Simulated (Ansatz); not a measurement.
CaO:

```
CELL_PARAMETERS angstrom
3.99198 0.00000 0.00000
-1.99599 3.45715 0.00000
0.00000 0.00000 4.78484
ATOMIC_POSITIONS crystal
Ca 0.66667 0.33333 0.25000
Ca 0.33333 0.66667 0.75000
O 0.66667 0.33333 0.75000
O 0.33333 0.66667 0.25000
```

The cell comes from a database or a generator and needn't be the stable form of this composition.

- Program: Ansatz 0.2.0
- Task: single point
- Functional: PBE
- Potentials or basis: Ansatz PAW
- Cutoff: 420 eV (not typed: the program's choice for these potentials)
- k mesh: 8 × 8 × 6
- Occupations: fermi-dirac, width 0.05 eV
- Spin: no spin polarisation

On this cell: pressure 1.0 GPa; largest force under 0.003 eV/Å; band gap on the k mesh 3.18 eV, direct.

The same run follows on a disturbed copy (atoms moved at random, drawn with an rms of 0.05 Å):

```
Ca O
1.0
     3.99198    0.00000    0.00000
    -1.99599    3.45715    0.00000
     0.00000    0.00000    4.78484
Ca O
2 2
Direct
  0.65828 0.31672 0.24347
  0.32205 0.64998 0.75124
  0.66086 0.33160 0.74512
  0.34151 0.67089 0.25943
```

Q: What changes?

A: The energy moves by +10.5 meV/atom; pressure 1.2 GPa; largest force 0.589 eV/Å; band gap on the k mesh 3.18 eV, direct.

Forces on the atoms (eV/Å):
```
Ca   0.052  0.418  0.332
Ca   0.016  0.300 -0.193
O    0.084 -0.269  0.210
O   -0.152 -0.449 -0.350
```

Stress tensor (GPa, compression positive):
```
 0.84 -0.32  0.00
-0.32  1.42 -0.05
 0.00 -0.05  1.21
```

A k mesh can miss the band edges.
